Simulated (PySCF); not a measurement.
## Dipole moment and polarisability of 1,3-cyclohexadiene

Compound: 1,3-cyclohexadiene, C6H8.
Cartesian coordinates in Å at the GFN2-xTB level; atoms count from 1:
```xyz
14
C6H8 angstrom
C      0.9122    1.0934   -0.6292
C     -0.3934    1.2920   -0.4637
C     -1.2224    0.3253    0.3302
C     -0.6767   -1.0983    0.2135
C      0.8189   -1.1191    0.3370
C      1.5514   -0.0898   -0.0821
H      1.5277    1.8034   -1.1621
H     -0.8836    2.1784   -0.8384
H     -1.2021    0.6428    1.3808
H     -2.2632    0.3547    0.0035
H     -0.9429   -1.5162   -0.7659
H     -1.1325   -1.7361    0.9725
H      1.2753   -2.0209    0.7187
H      2.6306   -0.1098   -0.0371
```

Level: PBE0/def2-SVPD (PySCF), static field, nuclei fixed, core orbitals frozen in the response. The polarisability tensor in these axes (au):

```
x   75.84 -1.33 -2.90
y   -1.33 73.32 -8.59
z   -2.90 -8.59 53.85
```

**Question.** What are the eigenvalues, a third of the trace, and Δα (Δα² = ½Σ(αi − αj)² over the three pairs)?

**Answer.** Principal values 50.21, 76.13 and 76.67 au; mean 67.67 au = 10.03 Å³ = 11.16 × 10⁻⁴⁰ C²·m²/J; Δα = 26.20 au (39 % of the mean).

**Question.** What is the dipole moment, and where does it point?

**Answer.** (-0.44, -0.18, 0.13) D, 0.49 D in size, pointing from the negative to the positive side. Measured along this direction, the outermost atoms are H7 and H14 at the negative end and H12 and H10 at the positive end.

**Question.** Give the eigenvalues of the traceless quadrupole moment Θ = ½Σq(3rr − r²1), origin at the centre of nuclear charge.

**Answer.** -4.35, 1.70, 2.66 D·Å. The values depend on the origin, since the dipole doesn't vanish. The electronic extent ⟨r²⟩ about the same centre is 501 bohr², a root-mean-square distance of 1.79 Å for the 44 electrons.

**Question.** Sum over states: ᾱ = Σ f/ω², ω in Eh. What share falls to these 8 lowest TDDFT singlets (eV, f)? 4.77, 0.1162; 5.91, 0.0057; 6.57, 0.0048; 6.62, 0.0067; 6.67, 0.0091; 6.94, 0.0069; 7.05, 0.0003; 7.09, 0.0545.

**Answer.** They add up to 5.16 au, 7.6 % of the 67.67 au; the largest single term is 3.78 au, from the state at 4.77 eV. Terms in order: 3.78, 0.12, 0.08, 0.11, 0.15, 0.11, 0.00, 0.80 au. Higher excitations give the rest. The strengths listed sum to 0.204.

**Question.** What would n − 1 = 2πNα be for an ideal gas of these molecules at 298.15 K and 1 atm, electronic part alone?

**Answer.** N = p/kT = 2.4615 × 10¹⁹ cm⁻³, so n − 1 = 2π × N × 10.03 × 10⁻²⁴ cm³ = 1551 × 10⁻⁶ at long wavelengths.

**Question.** Find the Langevin capture rate constant for H3O+ (19.018 u) meeting this molecule (80.063 u), k = 2.342 × 10⁻⁹ cm³/s × √(α in Å³ / reduced mass in u).

**Answer.** The reduced mass is 15.37 u, so k = 1.89 × 10⁻⁹ cm³/s. The formula leaves out the permanent dipole, which adds to the capture rate.

**Question.** Orientational against electronic polarisability at 400 K (dilute gas, rigid molecules)?

**Answer.** In Gaussian units μ²/3kT = 1.45 Å³ against 10.03 Å³, a ratio of 0.15; the Debye molar polarisation (4π/3)N_A(α + μ²/3kT) is 29.0 cm³/mol, leaving out the vibrational part.

Isolated species at its GFN2-xTB geometry (one conformer only).
